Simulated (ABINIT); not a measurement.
## Si2Ni: single point with BLYP

Si2Ni:

```
CELL_PARAMETERS angstrom
0.00000 2.70300 2.70300
2.70300 0.00000 2.70300
2.70300 2.70300 0.00000
ATOMIC_POSITIONS crystal
Ni 0.00000 0.00000 0.00000
Si 0.75000 0.75000 0.75000
Si 0.25000 0.25000 0.25000
```

```yaml
Program: ABINIT 10.8.3 (patched build)
Task: single point
Functional: BLYP
Potentials_or_basis: JTH PAW PBE v2.0
Cutoff: 1333 eV
k_mesh: 7 × 7 × 7
Occupations: fermi-dirac, width 0.05 eV
Spin: collinear spin, ferromagnetic start
Starting_moments: "[1.0, 0.0, 0.0] μB"
```

The pressure is 10.8 GPa. The band gap on the k mesh is none (metal or under the smearing width). The net moment is 0.00 μB per cell and the valence electrons inside the program's atomic spheres are Ni 16.00; Si 1.54.

Levels at points of the mesh, in eV from the Fermi level:
Spin up:
```csv
k point,band 9,band 10,band 11,band 12,band 13,band 14,band 15,band 16,band 17,band 18
"(0.00, 0.00, 0.00)",-3.44,-3.44,-0.49,1.79,1.79,1.79,2.51,2.51,2.51,4.86
```
Spin down:
| k point | band 9 | band 10 | band 11 | band 12 | band 13 | band 14 | band 15 | band 16 | band 17 | band 18 |
| --- | --- | --- | --- | --- | --- | --- | --- | --- | --- | --- |
| (0.00, 0.00, 0.00) | -3.44 | -3.44 | -0.49 | 1.79 | 1.79 | 1.79 | 2.51 | 2.51 | 2.51 | 4.86 |

It took 6.4 min on 1 thread of Arm Neoverse V2, on a shared host, peak memory 0.31 GiB.

Caveat: small starting moments can end in a higher magnetic state in this program; the PAW data sets were made with another functional, which shifts forces and pressure a little.
